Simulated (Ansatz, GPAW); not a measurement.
## 1T-NiTe2 under honeycomb AsSb, AC: simulated STM images

What would a tunnelling microscope show on 1T-NiTe2 under honeycomb AsSb, AC?

Program: GPAW 26.7.0 and Ansatz 0.2.0. Level of theory: Ansatz plane waves; layer without images along its normal, relaxation of atoms and in-plane cell, with D3(BJ) dispersion, in the first sound run; inputs show where later runs differ. Results are calculated unless marked as measured.

## 1. Starting point

The cell holds 5 atoms: 2 Te, 1 Ni, 1 Sb and 1 As. Cell: a = 3.820 Å, b = 3.820 Å, c = 25.174 Å, α = 90.0°, β = 90.0°, γ = 120.0°. Regions: layer 1: 1T-NiTe2, 3 atoms (2 Te and 1 Ni); layer 2: honeycomb AsSb, 2 atoms (1 Sb and 1 As). Vacuum lies along c.

## 2. Relaxation

Forces are removed first; all later runs use this geometry.

input.yaml

```yaml
crystal:
  lattice:
    - [3.82, 0.0, 0.0]
    - [-1.91, 3.3082170425, 0.0]
    - [0.0, 0.0, 25.1739616618]
  atoms:
    - { symbol: Te, position: [0.6666666667, 0.3333333333, 0.3575122629] }
    - { symbol: Ni, position: [0.0, 0.0, 0.4072454296] }
    - { symbol: Te, position: [0.3333333333, 0.6666666667, 0.4569785962] }
    - { symbol: Sb, position: [0.3333333333, 0.6666666667, 0.5821078882] }
    - { symbol: As, position: [0.0, 0.0, 0.6424877371] }
  periodic: [true, true, false]
kpoints:
  mp_grid: { grid: [9, 9, 1] }
hamiltonian:
  xc: pbe
  dispersion: d3bj
scf:
  occupations: { method: fermi_dirac, width: 0.05 }
relax:
  f_tol: 0.01
  max_steps: 90
  cell: {}
```

On the command line:

```console
ansatz run input.yaml --threads 4 --pin off --max-ram 8192MiB --backend cpu --events-out ev --progress --plain --runs-dir out
```

Numbers of over 12 decimals in the logs are rounded to 6 here.

What it wrote:

```text
Warning: crystal.periodic: the lattice vector that does not repeat stood 0.000° off the slab's normal, 25.174 Å along it as the deck builds it. The run solves the slab on a vector along the normal, 38.148 Å long, with every atom where it was (on the deck's vector they left 18.00 Å outside them, and the widest stretch free of ions among them is 3.15 Å). A fractional position that the run reports is one of the run's ce [...]
crystal.periodic: the lattice vector that does not repeat stood 0.000° off the slab's normal, 25.174 Å along it as the deck builds it. The run solves the slab on a vector along the normal, 38.148 Å long, with every atom where it was (on the deck's vector they left 18.00 Å outside them, and the widest stretch free of ions among them is 3.15 Å). A fractional position that the run reports is one of the run's cell, which [...]
Engine: ansatz 0.2.0, x86_64-unknown-linux-gnu
Pseudopotentials: kind: paw
Pseudopotential: Te, paw, valence charge 16, recommended cutoff 420 eV (normal), Te.paw.azcp
Pseudopotential: Ni, paw, valence charge 18, recommended cutoff 420 eV (normal), Ni.paw.azcp
Pseudopotential: Sb, paw, valence charge 15, recommended cutoff 420 eV (normal), Sb.paw.azcp
Pseudopotential: As, paw, valence charge 15, recommended cutoff 420 eV (normal), As.paw.azcp
Functional definition: PBE
  parameter kappa = 0.804
  parameter beta = 0.066725
  exchange = pbe_x(kappa = kappa, mu = beta*pi^2/3)
  correlation = pbe_c(beta = beta)
Crystal: 5 atoms, lattice volume = 482.090 Å³
Basis set: ecut = 420 eV, 9415 PW (Γ), exchange–correlation on 54×54×512 points (8 copies of the dense FFT grid, shifted against one another)
Bands: 48, of which v1, the nominal top of the filled ones, is band 40 counted from 1 (39 counted from 0)
Symmetry: 6 space group operations
Space group: P3m1 (ITA 156), of the structure as read, at distance tolerance 7.8e-5 Å
k-points: 12 of 81 (time reversal used)
Non-local potential: Te, projectors of the file, l = 0: 2, l = 1: 2, l = 2: 2, l = 3: 2
Non-local potential: Ni, projectors of the file, l = 0: 3, l = 1: 2, l = 2: 3, l = 3: 1
Non-local potential: Sb, projectors of the file, l = 0: 2, l = 1: 2, l = 2: 2, l = 3: 2
Non-local potential: As, projectors of the file, l = 0: 2, l = 1: 2, l = 2: 3, l = 3: 1
PAW form: soft (Blöchl's): semilocal exchange-correlation on the pseudo side does not see the compensation charge
PAW one-centre angular grid: Te, 590 points (default); XC on 64 Gauss nodes
PAW one-centre angular grid: Ni, 590 points (default); XC on 64 Gauss nodes
PAW one-centre angular grid: Sb, 590 points (default); XC on 64 Gauss nodes
PAW one-centre angular grid: As, 590 points (default); XC on 64 Gauss nodes
Initial density: superposition of atomic densities (neutral atoms: chi_scale 0, normalization atom), corrected by the library's trained network
Initial wavefunctions: pseudopotential atomic-orbital guess
Functional: x = pbe(κ = 0.804, μ = 0.219515), c = pbe(β = 0.066725)
SCF iter   1: F=—  HF=-31142.127051 eV  |F-HF|=—  |Δ(HF+E_count)|=         —  Δρ=3.88e-3  dr2=4.18e-1  ethr=1.77e-3  ⟨swp⟩=16.2  Hψ=3521  notcnv=0  defer=6
preconditioner: auto → LDOS  [metal: Δε(μ)=0.109 eV  Ē_g=7.906 eV  σ=0.050 eV  W_gap=0.45  n_scr=78 (ndim 8)  ℏωp=9.6 eV  f_vac=0.715  D(μ)=2.33/eV (n_scr^D=10)  β→1.0]
SCF iter   2: F=—  HF=-31142.104372 eV  |F-HF|=—  |Δ(HF+E_count)|=   2.27e-2  Δρ=2.20e-3  dr2=5.85e-2  ethr=5.23e-4  ⟨swp⟩=3.7  Hψ=993  notcnv=0  defer=13
SCF iter   3: F=—  HF=-31142.100677 eV  |F-HF|=—  |Δ(HF+E_count)|=   3.70e-3  Δρ=1.46e-3  dr2=1.47e-2  ethr=7.31e-5  ⟨swp⟩=4.2  Hψ=1235  notcnv=0  defer=14
SCF iter   4: F=—  HF=-31142.099720 eV  |F-HF|=—  |Δ(HF+E_count)|=   9.56e-4  Δρ=2.09e-4  dr2=9.98e-4  ethr=1.84e-5  ⟨swp⟩=2.0  Hψ=750  notcnv=0  defer=13
SCF iter   5: F=—  HF=-31142.099881 eV  |F-HF|=—  |Δ(HF+E_count)|=   1.61e-4  Δρ=9.72e-5  dr2=9.91e-5  ethr=1.25e-6  ⟨swp⟩=2.9  Hψ=1022  notcnv=0  defer=13
SCF iter   6: F=—  HF=-31142.099965 eV  |F-HF|=—  |Δ(HF+E_count)|=   8.41e-5  Δρ=4.17e-5  dr2=8.61e-6  ethr=1.24e-7  ⟨swp⟩=3.1  Hψ=984  notcnv=0  defer=13
SCF iter   7: F=—  HF=-31142.099973 eV  |F-HF|=—  |Δ(HF+E_count)|=   7.66e-6  Δρ=1.97e-5  dr2=2.64e-6  ethr=1.08e-8  ⟨swp⟩=3.0  Hψ=1055  notcnv=0  defer=13
SCF iter   8: F=—  HF=-31142.099975 eV  |F-HF|=—  |Δ(HF+E_count)|=   1.55e-6  Δρ=5.78e-6  dr2=3.05e-7  ethr=3.29e-9  ⟨swp⟩=2.6  Hψ=834  notcnv=0  defer=13
SCF iter   9: F=-31142.099975 eV  HF=-31142.099975 eV  |F-HF|=7.94e-8  |Δ(HF+E_count)|=   8.74e-7  Δρ=1.37e-6  dr2=1.07e-8  ethr=1.25e-10  ⟨swp⟩=6.8  Hψ=2330  notcnv=0
SCF 1 converged in 9 iterations: F = -31142.099975 eV  dr2 = 1.07e-8
  greatest PAW one-centre occupation: 1.001 electrons in one spin orbital (limit 2), on the Ni atom at site 1 (counted from 0), in its partial waves of l = 1
relax step   1: F+E_penalty+E_count = -31142.09997548 eV  Δ(F+E_penalty+E_count) = +0.000e0 eV  max|allowed force component| = 6.289e-1 eV/Å  Δτ_max = 0.0000 Å  P = +1.763 N/m  Ω = 482.090 Å³  fix = [c, alpha, beta]  reactions: c +0.000 N/m  (9 SCF iters, dr2 threshold 1.00e-7 eV, accepted)
Crystal: 5 atoms, lattice volume = 485.818 Å³
Basis set: ecut = 420 eV, 9475 PW (Γ), exchange–correlation on 54×54×512 points (8 copies of the dense FFT grid, shifted against one another)
Initial density: handed on by an earlier stage of this run
Initial wavefunctions: those handed on with the density
iter 1 solved again at ethr=1.69e-4 eV; its pass at ethr=3.10e-3 eV (dr2=1.35e-1 eV) is discarded
SCF iter   1: F=—  HF=-31142.172165 eV  |F-HF|=—  |Δ(HF+E_count)|=         —  Δρ=7.26e-3  dr2=1.34e-1  ethr=1.69e-4  ⟨swp⟩=3.4  Hψ=3601  notcnv=0
preconditioner: auto → LDOS  [metal: Δε(μ)=0.018 eV  Ē_g=7.682 eV  σ=0.050 eV  W_gap=0.09  n_scr=78 (ndim 8)  ℏωp=9.5 eV  f_vac=0.705  D(μ)=3.60/eV (n_scr^D=14)  β→1.0]
SCF iter   2: F=—  HF=-31142.177619 eV  |F-HF|=—  |Δ(HF+E_count)|=   5.45e-3  Δρ=1.49e-3  dr2=2.07e-2  ethr=1.68e-4  ⟨swp⟩=4.2  Hψ=1170  notcnv=0
SCF iter   3: F=—  HF=-31142.175535 eV  |F-HF|=—  |Δ(HF+E_count)|=   2.08e-3  Δρ=9.63e-4  dr2=5.23e-3  ethr=2.59e-5  ⟨swp⟩=3.2  Hψ=1289  notcnv=0
SCF iter   4: F=—  HF=-31142.175022 eV  |F-HF|=—  |Δ(HF+E_count)|=   5.12e-4  Δρ=2.67e-4  dr2=7.27e-4  ethr=6.54e-6  ⟨swp⟩=2.8  Hψ=1088  notcnv=0  defer=1
SCF iter   5: F=—  HF=-31142.175100 eV  |F-HF|=—  |Δ(HF+E_count)|=   7.78e-5  Δρ=1.39e-4  dr2=1.31e-4  ethr=9.09e-7  ⟨swp⟩=2.7  Hψ=861  notcnv=0  defer=1
SCF iter   6: F=—  HF=-31142.175195 eV  |F-HF|=—  |Δ(HF+E_count)|=   9.44e-5  Δρ=5.27e-5  dr2=1.63e-5  ethr=1.64e-7  ⟨swp⟩=3.3  Hψ=1059  notcnv=0  defer=1
[...]
relax step   3: F+E_penalty+E_count = -31142.19341883 eV  Δ(F+E_penalty+E_count) = -1.821e-2 eV  max|allowed force component| = 1.455e-1 eV/Å  Δτ_max = 0.0988 Å  P = +0.032 N/m  Ω = 484.179 Å³  energy of the carried Pulay correction = -1.107e-4 eV  fix = [c, alpha, beta]  reactions: c +0.000 N/m  (9 SCF iters, dr2 threshold 5.00e-7 eV, accepted)
[... from here on, the SCF cycles and remarks between the steps are left out ...]
relax step   4: F+E_penalty+E_count = -31142.20244729 eV  Δ(F+E_penalty+E_count) = -9.028e-3 eV  max|allowed force component| = 1.350e-1 eV/Å  Δτ_max = 0.1254 Å  P = -0.363 N/m  Ω = 483.422 Å³  energy of the carried Pulay correction = -7.063e-5 eV  fix = [c, alpha, beta]  reactions: c -0.000 N/m  (8 SCF iters, dr2 threshold 5.00e-7 eV, accepted)
relax step   5: F+E_penalty+E_count = -31142.20757550 eV  Δ(F+E_penalty+E_count) = -5.128e-3 eV  max|allowed force component| = 5.944e-2 eV/Å  Δτ_max = 0.0584 Å  P = -0.492 N/m  Ω = 480.426 Å³  energy of the carried Pulay correction = +8.851e-5 eV  fix = [c, alpha, beta]  reactions: c -0.000 N/m  (8 SCF iters, dr2 threshold 5.00e-7 eV, accepted)
relax step   6: F+E_penalty+E_count = -31142.21011955 eV  Δ(F+E_penalty+E_count) = -2.544e-3 eV  max|allowed force component| = 8.192e-2 eV/Å  Δτ_max = 0.0259 Å  P = -0.421 N/m  Ω = 477.325 Å³  energy of the carried Pulay correction = +2.542e-4 eV  fix = [c, alpha, beta]  reactions: c -0.000 N/m  (7 SCF iters, dr2 threshold 2.21e-7 eV, accepted)
relax step   7: F+E_penalty+E_count = -31142.21532968 eV  Δ(F+E_penalty+E_count) = -5.210e-3 eV  max|allowed force component| = 8.012e-2 eV/Å  Δτ_max = 0.0707 Å  P = -0.303 N/m  Ω = 469.795 Å³  energy of the carried Pulay correction = +6.612e-4 eV  fix = [c, alpha, beta]  reactions: c -0.000 N/m  (7 SCF iters, dr2 threshold 4.19e-7 eV, accepted)
relax step   8: F+E_penalty+E_count = -31142.20829627 eV  Δ(F+E_penalty+E_count) = +7.033e-3 eV  max|allowed force component| = 1.684e-1 eV/Å  Δτ_max = 0.0831 Å  P = +0.470 N/m  Ω = 460.119 Å³  energy of the carried Pulay correction = +1.194e-3 eV  fix = [c, alpha, beta]  (7 SCF iters, dr2 threshold 4.01e-7 eV, rejected (line search))
relax step   9: F+E_penalty+E_count = -31142.21614184 eV  Δ(F+E_penalty+E_count) = -8.122e-4 eV  max|allowed force component| = 3.787e-2 eV/Å  Δτ_max = 0.0054 Å  P = -0.072 N/m  Ω = 468.129 Å³  energy of the carried Pulay correction = +7.521e-4 eV  fix = [c, alpha, beta]  reactions: c -0.000 N/m  (13 SCF iters, accepted)
relax step  10: F+E_penalty+E_count = -31142.21635659 eV  Δ(F+E_penalty+E_count) = -2.148e-4 eV  max|allowed force component| = 5.666e-3 eV/Å  Δτ_max = 0.0070 Å  P = +0.023 N/m  Ω = 466.782 Å³  energy of the carried Pulay correction = +8.258e-4 eV  fix = [c, alpha, beta]  reactions: c +0.000 N/m  (6 SCF iters, dr2 threshold 8.96e-8 eV, accepted)
Initial wavefunctions: pseudopotential atomic-orbital guess (no wavefunctions were taken with the density)
iter 1 solved again at ethr=1.23e-6 eV; its pass at ethr=3.10e-3 eV (dr2=9.86e-4 eV) is discarded
SCF iter   1: F=—  HF=-31142.215443 eV  |F-HF|=—  |Δ(HF+E_count)|=         —  Δρ=1.69e-5  dr2=2.28e-7  ethr=1.23e-6  ⟨swp⟩=6.2  Hψ=5683  notcnv=0
eigensolver tolerance schedule: the retry pair's looser diagonalisation over-reported the residual by 4326.09 of it (diagonalisation noise at an unbounded share of the residual, at the tolerance the schedule requests for it); recorded, not acted on — ethr = c·dr2/N_el stays at c = 1.0e-1
SCF iter   2: F=—  HF=-31142.215543 eV  |F-HF|=—  |Δ(HF+E_count)|=   1.00e-4  Δρ=7.25e-5  dr2=1.84e-5  ethr=2.85e-10  ⟨swp⟩=5.0  Hψ=1835  notcnv=0
SCF iter   3: F=—  HF=-31142.215539 eV  |F-HF|=—  |Δ(HF+E_count)|=   4.03e-6  Δρ=1.81e-5  dr2=1.95e-6  ethr=2.85e-10  ⟨swp⟩=3.5  Hψ=1193  notcnv=0
SCF iter   4: F=—  HF=-31142.215542 eV  |F-HF|=—  |Δ(HF+E_count)|=   2.43e-6  Δρ=1.93e-5  dr2=5.99e-6  ethr=2.85e-10  ⟨swp⟩=3.4  Hψ=1239  notcnv=0  recentre
SCF iter   5: F=—  HF=-31142.215541 eV  |F-HF|=—  |Δ(HF+E_count)|=   9.02e-7  Δρ=7.68e-6  dr2=3.40e-7  ethr=2.85e-10  ⟨swp⟩=3.3  Hψ=1260  notcnv=0
SCF iter   6: F=—  HF=-31142.215541 eV  |F-HF|=—  |Δ(HF+E_count)|=   4.02e-7  Δρ=9.69e-7  dr2=3.22e-9  ethr=2.85e-10  ⟨swp⟩=2.6  Hψ=785  notcnv=0
SCF iter   7: F=—  HF=-31142.215541 eV  |F-HF|=—  |Δ(HF+E_count)|=   3.60e-7  Δρ=5.13e-7  dr2=7.94e-10  ethr=4.03e-12  ⟨swp⟩=4.2  Hψ=1251  notcnv=0
SCF iter   8: F=—  HF=-31142.215541 eV  |F-HF|=—  |Δ(HF+E_count)|=   6.15e-8  Δρ=3.41e-7  dr2=4.11e-10  ethr=1.00e-12  ⟨swp⟩=2.7  Hψ=1117  notcnv=0
SCF iter   9: F=—  HF=-31142.215541 eV  |F-HF|=—  |Δ(HF+E_count)|=   1.08e-9  Δρ=1.18e-7  dr2=4.83e-11  ethr=1.00e-12  ⟨swp⟩=1.8  Hψ=674  notcnv=0
SCF iter  10: F=-31142.215541 eV  HF=-31142.215541 eV  |F-HF|=3.82e-10  |Δ(HF+E_count)|=   1.14e-9  Δρ=5.41e-8  dr2=1.17e-11  ethr=1.00e-12  ⟨swp⟩=9.8  Hψ=3276  notcnv=0
SCF 11 converged in 10 iterations: F = -31142.215541 eV  dr2 = 1.17e-11
relax step  11: F+E_penalty+E_count = -31142.21554148 eV  Δ(F+E_penalty+E_count) = +8.151e-4 eV  max|allowed force component| = 5.580e-3 eV/Å  Δτ_max = 0.0000 Å  P = +0.024 N/m  Ω = 466.782 Å³  fix = [c, alpha, beta]  reactions: c +0.000 N/m  stress off target by 2.36e-2 N/m on what of the cell is left free  SCF on the basis re-selected at this cell (its energy is not comparable with the rows above)  (10 SCF iters)
basis re-selected at this cell: Δ(F+E_penalty+E_count) = +8.151e-4 eV, ΔP = +0.001 N/m vs the last step (what re-selecting the basis moved, of the pressure what is left beyond the Pulay correction that the steps carried, after the strain that the cell walked since its last selection, with what the two solves' SCF thresholds leave and, on support functions, any second-order correction that the steps lacked; it is no m [...]
SCF converged after 10 iterations
Free energy (F): -31142.215541 eV
Harris-Foulkes:  -31142.215541 eV  (|F-HF|=3.82e-10)
Internal energy: -31142.198721 eV  (E = F + TS)
E sigma→0 (E₀):  -31142.207131 eV
Entropy (-TS):   -0.016821 eV (-3.364 meV/atom)
Fermi energy:    -4.498805 eV
--- Per-component energies (eV) ---
  E_band       = -2498.713706
  E_kinetic    = 954.657235
  E_local      = -295333.130742  (includes V_loc(G=0)·N_el)
  E_nonlocal   = -292.196661
  E_hartree    = 147107.189511
  E_xc         = -550.689004
  E_vxc        = -492.476977  (∫ρ·V_xc dr)
  E_paw        = -17366.206410  (= ΣΔE_a)
  E_vpaw       = -1549.946213  (= ΣTr[D̂ρ^β])
  E_aug_tail   = 0.000114  (compensation charges beyond the density's cutoff)
  E_ewald      = 134339.827449
  E_disp       = -1.650213  (pairwise vdW)
  E_smearing   = -0.016821  (= −TS)
  E_closure    = -0.000000  (closes the sum)
  Σ components = -31142.215541   (vs F -31142.215541, Δ=0.00e0)
--- Forces (eV/Å), atoms counted from 1 ---
  atom   1  Te     0.00000000     0.00000000     0.00558003
  atom   2  Ni    -0.00000000    -0.00000000    -0.00351805
  atom   3  Te     0.00000000    -0.00000000    -0.00388293
  atom   4  Sb     0.00000000    -0.00000000     0.00463981
  atom   5  As     0.00000000     0.00000000    -0.00281885
  max |Σ_I F_I| component: 8.02e-9 eV/Å
--- 2D stress c σ (N/m, compression-positive) ---
        0.023577      -0.000000       0.000000
        0.000000       0.023577      -0.000000
        0.000000      -0.000000       0.000000
  P = ½ c Tr σ = 0.0236 N/m
--- Relaxed structure (10 steps of the walk, 9 accepted, 1 SCFs on fresh bases) ---
  F+E_penalty+E_count = -31142.21554148 eV   max|allowed force component| = 5.580e-3 eV/Å   (the final SCF, on the basis selected at the relaxed cell)
  cell:  # Å, volume = 466.7822 Å³
    - [3.758862, -4.525119965480444e-18, 0]
    - [-1.879431, 3.255270, 0]
    - [0, 0, 38.147923]
  atoms:
    - { symbol: Te, position: [0.666667, 0.333333, 0.223689] }
    - { symbol: Ni, position: [-7.401486830726665e-18, -1.7023419709540454e-17, 0.259801] }
    - { symbol: Te, position: [0.333333, 0.666667, 0.295708] }
    - { symbol: Sb, position: [0.333333, 0.666667, 0.397351] }
    - { symbol: As, position: [-7.401486830726667e-18, -1.702341970954042e-17, 0.437795] }
```

It took 4.3 min on 4 threads of Intel Xeon Platinum 8488C (Sapphire Rapids), shared host; peak memory 1.1 GiB; 4.5 min of CPU time.

This run has no spin polarisation, although Ni can carry a moment.

Relaxation path:

```tsv
step	energy less that of the first step (eV)	largest force component (eV/Å)	volume (Å³)
1	0.0000	0.6289	482.09
2	-0.0752	0.3744	485.82
3	-0.0934	0.1455	484.18
4	-0.1025	0.1350	483.42
5	-0.1076	0.0594	480.43
6	-0.1101	0.0819	477.33
7	-0.1154	0.0801	469.79
8	-0.1083	0.1684	460.12
9	-0.1162	0.0379	468.13
10	-0.1164	0.0057	466.78
11*	-0.1156	0.0056	466.78
```

Relaxation steps marked * repeat the geometry before them on a plane-wave basis chosen anew for their cell, so energy and pressure can jump there. Relaxation step 8 was tried and not accepted.

The run keeps the 6 symmetry operations that it works with, so distortions that break them were not tested.

```tsv
cell as run	before	after	change
a (Å)	3.820	3.759	-1.6 %
b (Å)	3.820	3.759	-1.6 %
```

The atoms that moved most (Å, along periodic axes as changes of fractional coordinates times the final cell, across vacuum about the mean position):

```tsv
atom	dx	dy	dz	length
As5	0.000	0.000	0.527	0.527
Sb4	0.000	0.000	0.504	0.504
Te1	0.000	0.000	-0.467	0.467
Ni2	0.000	0.000	-0.341	0.341
Te3	0.000	0.000	-0.223	0.223
```

The relaxed structure:

```xyz
5
Lattice="3.7589 0.0000 0.0000 -1.8794 3.2553 0.0000 0.0000 0.0000 38.1479" Properties=species:S:1:pos:R:3
Te    1.8794    1.0851    8.5333
Ni    0.0000    0.0000    9.9109
Te    0.0000    2.1702   11.2806
Sb    0.0000    2.1702   15.1581
As    0.0000    0.0000   16.7010
```

This step gave:

```yaml
free_energy: -31142.2155 eV
smearing_term_ts: 0.01682 eV
symmetry_operations: 6
```

The relaxation lowered the energy of the cell by 0.116 eV.

(Part 1 of 4 ends here.)

[Logs are printed without paths, hosts, clocks, repeated set-up lines and the standing remarks that a program may print on its own settings, such as how far it seeks lower states.]

[Hosts, paths, dates, database ids (printed as entryN), source tags and the programs' standing remarks are cut or masked in the printed files.]
